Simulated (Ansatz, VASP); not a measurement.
# F in VASP and in Ansatz

Contents of INCAR:

```
PREC = Accurate ; ENCUT = 520
EDIFF = 1E-8 ; ISMEAR = -1
SIGMA = 0.03 ; LREAL = F
LASPH = T ; NELM = 100
ALGO = Normal ; ISIF = 2
LWAVE = F ; LCHARG = F
GGA = PE ; LEFG = T
NBANDS = 22
```

The input KPOINTS:

```
Automatic mesh
0
Gamma
  11 11 5
```

Contents of POSCAR:

```
F
1.0
    2.7500000000     -1.6400000000      0.0000000000
    2.7500000000      1.6400000000      0.0000000000
   -1.5360100000      0.0000000000      7.1200200000
F
4
Direct
    0.0504000000      0.0504000000      0.0996000000
    0.9496000000      0.9496000000      0.9004000000
    0.5050000000      0.5050000000      0.6000000000
    0.4950000000      0.4950000000      0.4000000000
```

Input for Ansatz:

```yaml
crystal:
  lattice:
    - [2.75, -1.64, 0.0]
    - [2.75, 1.64, 0.0]
    - [-1.53601, 0.0, 7.12002]
  atoms:
    - { symbol: F, position: [0.0504, 0.0504, 0.0996] }
    - { symbol: F, position: [0.9496, 0.9496, 0.9004] }
    - { symbol: F, position: [0.505, 0.505, 0.6] }
    - { symbol: F, position: [0.495, 0.495, 0.4] }
kpoints:
  mp_grid: { grid: [11, 11, 5] }
  band_path:
    path:
      - [0.0, 0.0, 0.0]
      - [-0.3430503728, 0.3430503728, 0.0]
      - [-0.6569496272, -0.3430503728, 0.0]
      - [-0.5, -0.5, 0.0]
      - [0.0, 0.0, 0.0]
      - [-0.5, -0.5, 0.5]
      - [-0.6717665024, -0.3282334976, 0.5]
      - [-0.3282334976, 0.3282334976, 0.5]
      - [0.0, 0.0, 0.5]
    npoints: 14
scf:
  occupations: { method: fermi_dirac, width: 0.03 }
hamiltonian:
  xc: pbe
  pseudopotentials: { kind: paw }
output:
  forces: true
  stress: true
  eigenvalues: true
  efg: { contact_densities: true }
  populations: true
  bader: true
  dos: { projected: true, de: 0.2, e_range: [-14, 8] }
  write_density: true
  write_potential: true
  elf: true
  volumetric_format: npy
```

Alike in both runs: task electric field gradients; functional PBE; k mesh 11 × 11 × 5; occupations fermi-dirac, width 0.03 eV; no spin polarisation.

|  | VASP | Ansatz |
| --- | --- | --- |
| version | VASP 6.6.1 | Ansatz 0.2.0 |
| potentials or method | VASP PAW PBE potentials, release 64 (F) | PAW with Ansatz's default frozen-core files, scalar-relativistic |
| plane-wave cutoff (eV) | 520 | 420 |
| valence electrons in the cell | 28 | 28 |

```csv
,VASP,Ansatz,Ansatz less VASP
gap on the k mesh at the Fermi level (eV),2.28,2.34,+0.062
pressure (GPa),-1.0,-1.3,-0.25
largest component of the traceless stress (GPa),2.43,3.98,+1.551
rms of the force components (eV/Å),0.296,0.484,+0.1883
Vzz of the field gradient on the site that differs most (V/Å²),625.7,612.6,-13.14
```

Atom by atom the forces differ by 0.190 eV/Å (rms over components). With one functional, cell and mesh, what is left measures potentials, basis and numerics.

Caveats: an odd mesh through Γ misses points on the zone boundary, where band edges often lie.
